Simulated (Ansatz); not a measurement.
# V (P-1) in Ansatz: reference runs

Reference runs on V: the cell as given.

All numbers are computed with Ansatz 0.2.0; they aren't measurements. Logs are shortened: lines on timing, memory, paths and dates and some standing lists are left out, and cuts for length are marked.

### Step 1. The cell of the first run

The typed cell holds 1 atom: a = 2.703 Å, b = 2.670 Å, c = 2.405 Å, α = 113.75°, β = 107.43°, γ = 104.79°.

### Step 2. Single point, PBE, collinear spin, ferromagnetic start (cell sheared at random, sigma 0.1, atoms nudged by 0.01 Å)

The input, input.yaml:

```yaml
crystal:
  lattice:
    - [-1.37771515, 1.64119061, 1.64793453]
    - [1.50497572, -1.49125904, 1.62526353]
    - [1.27254586, 1.38608975, -1.49800296]
  atoms:
    - { symbol: V, position: [0.0, 0.0, 0.0], spin: 2.0 }
hamiltonian:
  xc: pbe
  pseudopotentials: { kind: paw }
magnetization:
  spin_polarized: true
kpoints:
  mp_grid: { grid: [11, 12, 13] }
scf:
  occupations: { method: fermi_dirac, width: 0.05 }
output:
  forces: true
  stress: true
  eigenvalues: true
```

Potentials or basis: Ansatz PAW.

Launch:

```console
ansatz run input.yaml --threads 2 --pin off --max-ram 5632MiB --backend cpu --events-out ev --progress --plain --runs-dir out
```

Log:

```text
Warning: RAYON_NUM_THREADS=2 ignored (pool sized by the plan → 2); use --threads N
Engine: ansatz 0.2.0, aarch64-unknown-linux-gnu
Pseudopotentials: kind: paw
Pseudopotential: V, paw, valence charge 13, recommended cutoff 420 eV (normal), V.paw.azcp
Functional definition: PBE
  parameter kappa = 0.804
  parameter beta = 0.06672455060314922
  exchange = pbe_x(kappa = kappa, mu = beta*pi^2/3)
  correlation = pbe_c(beta = beta)
Crystal: 1 atoms, lattice volume = 13.685 Å³
Basis set: ecut = 420 eV, 265 PW (Γ), exchange–correlation on 40×36×36 points (8 copies of the dense FFT grid, shifted against one another)
Bands: 12, of which v1, the nominal top of the filled ones, is band 7 counted from 1 (6 counted from 0)
Symmetry: 2 space group operations
Space group: P-1 (ITA 2), of the structure as read, at distance tolerance 2.4e-5 Å
Magnetic group: BNS 2.4 (UNI 4), of the structure as read, at distance tolerance 2.4e-5 Å
k-points: 859 of 1716
Non-local potential: V, projectors of the file, l = 0: 3, l = 1: 2, l = 2: 3, l = 3: 1
PAW form: soft (Blöchl's): semilocal exchange-correlation on the pseudo side does not see the compensation charge
PAW one-centre angular grid: V, 590 points (default); XC on 64 Gauss nodes
Initial density: superposition of atomic densities (chi_scale 0.1, normalization cell)
Starting moments: Σ|m| = 2 μB on 1 of 1 site
Initial wavefunctions: pseudopotential atomic-orbital guess
Functional: x = pbe(κ = 0.804, μ = 0.2195149727645171), c = pbe(β = 0.06672455060314922)
SCF iter   1: F=—  HF=-2913.302022 eV  |F-HF|=—  |Δ(HF+E_count)|=         —  Δρ=1.80e-1 (↑1.80e-1 ↓8.91e-2)  dr2=1.48e0  dr2_m=2.14e0  M=0.314 μB ∫|m|=0.314 μB  β_m=0.30  ethr=3.10e-3  ⟨swp⟩=4.1  Hψ=96399  notcnv=0
Mixer restart at iter 1: flushing history
preconditioner: auto → none  [metal: Δε(μ)=0.000 eV  Ē_g=8.919 eV  σ=0.050 eV  W_gap=0.00  n_scr=2 (ndim 8)  ℏωp=22.4 eV  f_vac=0.000  D(μ)=1.26/eV (n_scr^D=14)  sad-step TF]
SCF iter   2: F=—  HF=-2912.401383 eV  |F-HF|=—  |Δ(HF+E_count)|=   9.01e-1  Δρ=1.16e-1 (↑1.16e-1 ↓7.27e-2)  dr2=4.19e-1  dr2_m=1.07e0  M=0.288 μB ∫|m|=0.288 μB  β_m=0.59  ethr=3.10e-3  ⟨swp⟩=2.2  Hψ=43471  notcnv=0  defer=1620
SCF iter   3: F=—  HF=-2912.294331 eV  |F-HF|=—  |Δ(HF+E_count)|=   1.07e-1  Δρ=2.36e-2 (↑2.36e-2 ↓1.52e-2)  dr2=1.47e-2  dr2_m=4.55e-2  M=0.123 μB ∫|m|=0.123 μB  β_m=0.63  ethr=3.10e-3  ⟨swp⟩=2.1  Hψ=28018  notcnv=0  defer=1621
SCF iter   4: F=—  HF=-2912.339825 eV  |F-HF|=—  |Δ(HF+E_count)|=   4.55e-2  Δρ=4.64e-3 (↑2.46e-3 ↓4.64e-3)  dr2=3.35e-3  dr2_m=8.54e-4  M=0.045 μB ∫|m|=0.045 μB  β_m=0.82  ethr=1.13e-4  ⟨swp⟩=2.2  Hψ=41656  notcnv=0  defer=1565
SCF iter   5: F=—  HF=-2912.342966 eV  |F-HF|=—  |Δ(HF+E_count)|=   3.14e-3  Δρ=2.91e-3 (↑1.33e-3 ↓2.91e-3)  dr2=1.85e-3  dr2_m=1.11e-4  M=0.001 μB ∫|m|=0.002 μB  β_m=0.73  ethr=2.57e-5  ⟨swp⟩=2.0  Hψ=38196  notcnv=0  defer=1560
SCF iter   6: F=—  HF=-2912.343100 eV  |F-HF|=—  |Δ(HF+E_count)|=   1.34e-4  Δρ=6.76e-4 (↑5.76e-4 ↓6.76e-4)  dr2=1.57e-4  dr2_m=4.91e-6  M=0.004 μB ∫|m|=0.004 μB  β_m=0.87  ethr=1.42e-5  ⟨swp⟩=2.5  Hψ=34746  notcnv=0  defer=1539
SCF iter   7: F=—  HF=-2912.343123 eV  |F-HF|=—  |Δ(HF+E_count)|=   2.29e-5  Δρ=2.16e-4 (↑2.16e-4 ↓1.22e-4)  dr2=9.42e-6  dr2_m=1.17e-6  M=0.001 μB ∫|m|=0.002 μB  β_m=0.87  ethr=1.21e-6  ⟨swp⟩=2.6  Hψ=28557  notcnv=0  defer=1537
SCF iter   8: F=—  HF=-2912.343124 eV  |F-HF|=—  |Δ(HF+E_count)|=   1.59e-6  Δρ=4.85e-5 (↑4.85e-5 ↓1.86e-5)  dr2=2.94e-7  dr2_m=8.67e-8  M=0.000 μB ∫|m|=0.000 μB  β_m=0.93  ethr=7.25e-8  ⟨swp⟩=2.8  Hψ=29834  notcnv=0  defer=1537
SCF iter   9: F=—  HF=-2912.343125 eV  |F-HF|=—  |Δ(HF+E_count)|=   1.30e-7  Δρ=5.38e-6 (↑5.38e-6 ↓4.79e-6)  dr2=9.42e-9  dr2_m=4.27e-10  M=-0.000 μB ∫|m|=0.000 μB  β_m=0.97  ethr=2.26e-9  ⟨swp⟩=2.9  Hψ=32000  notcnv=0  defer=1537
SCF iter  10: F=—  HF=-2912.343125 eV  |F-HF|=—  |Δ(HF+E_count)|=   6.46e-9  Δρ=6.96e-7 (↑6.96e-7 ↓3.81e-7)  dr2=7.22e-11  dr2_m=1.56e-11  M=-0.000 μB ∫|m|=0.000 μB  β_m=0.94  ethr=7.24e-11  ⟨swp⟩=2.5  Hψ=30521  notcnv=0  defer=1537
SCF iter  11: F=-2912.343125 eV  HF=-2912.343125 eV  |F-HF|=1.50e-11  |Δ(HF+E_count)|=  7.78e-11  Δρ=2.56e-7 (↑2.56e-7 ↓2.22e-7)  dr2=2.14e-11  dr2_m=5.75e-13  M=-0.000 μB ∫|m|=0.000 μB  ethr=1.00e-12  ⟨swp⟩=4.3  Hψ=68247  notcnv=0
SCF 1 converged in 11 iterations: F = -2912.343125 eV  dr2 = 2.14e-11
WARN: the starting moments were not kept: the SCF closed with an absolute magnetisation of 7.3e-7 μB, where they sum to 2 μB in size (1 site). That is at most 0.1 of that sum. Measured as dr2_m measures the in/out step, that magnetisation stands 2.2e-13 eV from none, at or under the dr2_threshold of 1.0e-7 eV: it is no larger than a step whose dr2_m would equal this threshold. The system may hold no moment; this SCF shows only that its start led to no more than that. To try another start: raise the starting moments (crystal.atoms[].spin, magnetization.per_species, magnetization.initial_magnetization, or on a non-collinear deck that types none of these the spinor_matrix: blocks that start its atoms; where the total moment is fixed, keep their sum and leave initial_magnetization as it is; typed ones take the place of any that the run laid by itself, positive ones on a crystal's lanthanoids without a Hubbard term where scf.initial_density.shell_occupations: [] is typed) or, if the notice of its spin-set hold's release reads "site moments contracting" or "site moments show no strong build", lengthen the hold (scf.mixing.spin_hold: { on: { confirm: 4 } }; for m-r²SCAN on two components see the key's manual first). Each may lead to a state that holds a moment. A second SCF, from the converged charge density, with the starting moments and any scf.initial_density.shell_occupations laid on it anew, would have followed, and was not run: the deck does not ask for one (magnetization.retry_lost_moments is false, the default). To let it run, set magnetization.retry_lost_moments: true and run the deck again, where that key's refused combinations let it; where memory then withholds it, that run's warning says so.
SCF converged after 11 iterations
Magnetization: -0.0000 μB (6.5000 up, 6.5000 down)
Absolute magnetization: 0.0000 μB (∫|ρ↑−ρ↓|, with the PAW one-centre terms)
Spin contamination: 0.0000 ħ² per cell (⟨S²⟩ above its minimum at these occupations)
Per-site moments (μB) at R_I (Å): [(-1.015122741710479e-7, 0.9921144366807537)]
Free energy (F): -2912.343125 eV
Harris-Foulkes:  -2912.343125 eV  (|F-HF|=1.50e-11)
Internal energy: -2912.331254 eV  (E = F + TS)
E sigma→0 (E₀):  -2912.337189 eV
Entropy (-TS):   -0.011871 eV (-11.871 meV/atom)
Fermi energy:    16.362624 eV
--- Per-component energies (eV) ---
  E_band       = -148.355266
  E_kinetic    = 336.411346
  E_local      = -914.570812  (includes V_loc(G=0)·N_el)
  E_nonlocal   = -45.296720
  E_hartree    = 419.255268
  E_xc         = -130.412858
  E_vxc        = -165.329763  (∫ρ·V_xc dr)
  E_paw        = -1112.921296  (= ΣΔE_a)
  E_vpaw       = -198.079965  (= ΣTr[D̂ρ^β])
  E_aug_tail   = 0.000272  (compensation charges beyond the density's cutoff)
  E_ewald      = -1464.796454
  E_smearing   = -0.011871  (= −TS)
  E_closure    = 0.000000  (closes the sum)
  Σ components = -2912.343125   (vs F -2912.343125, Δ=0.00e0)
--- Forces (eV/Å), atoms counted from 1 ---
  atom   1  V      0.00000000     0.00000000     0.00000000
  max |Σ_I F_I| component: 0.00e0 eV/Å
--- Stress (GPa, compression-positive) ---
        7.422514      -0.525981      -1.010637
       -0.525981      -1.813771      -3.198473
       -1.010637      -3.198473      -9.520587
  P = ⅓ Tr σ = -1.3039 GPa (-13.039 kbar)
--- Band table (eV; the first three rows and the last of 1718) ---
  k-point 0 ↑: bands = ["-47.4806", "-20.9541", "-20.8397", "-20.4948", "9.7008", "15.6352", "16.5323", "17.4753", "18.3446", "19.3068", "34.1613", "37.2199"]
  k-point 1 ↑: bands = ["-47.4645", "-20.9681", "-20.8467", "-20.5666", "9.9775", "15.8073", "16.5053", "17.4962", "18.2556", "19.1141", "34.2928", "37.1513"]
  k-point 2 ↑: bands = ["-47.4197", "-21.0167", "-20.8664", "-20.7521", "10.7564", "16.0238", "16.6076", "17.5061", "18.1368", "18.7264", "34.4614", "36.3890"]
  k-point 858 ↓: bands = ["-47.3601", "-21.4970", "-21.0073", "-20.5863", "13.3179", "15.3287", "15.5349", "18.5067", "19.0193", "20.2851", "26.4467", "32.6738"]
```

It took 11 s on 2 threads of Arm Neoverse V2, shared host; peak memory 0.54 GiB.

What came out:

```yaml
Free_energy: -2912.3431 eV
Pressure: -1.3 GPa
Band_gap_on_the_k_mesh: none (metal or under the smearing width)
Net_moment: 0.00 μB per cell
Absolute_moment: 0.00 μB per cell
```

Caveat: the starting moments weren't kept.
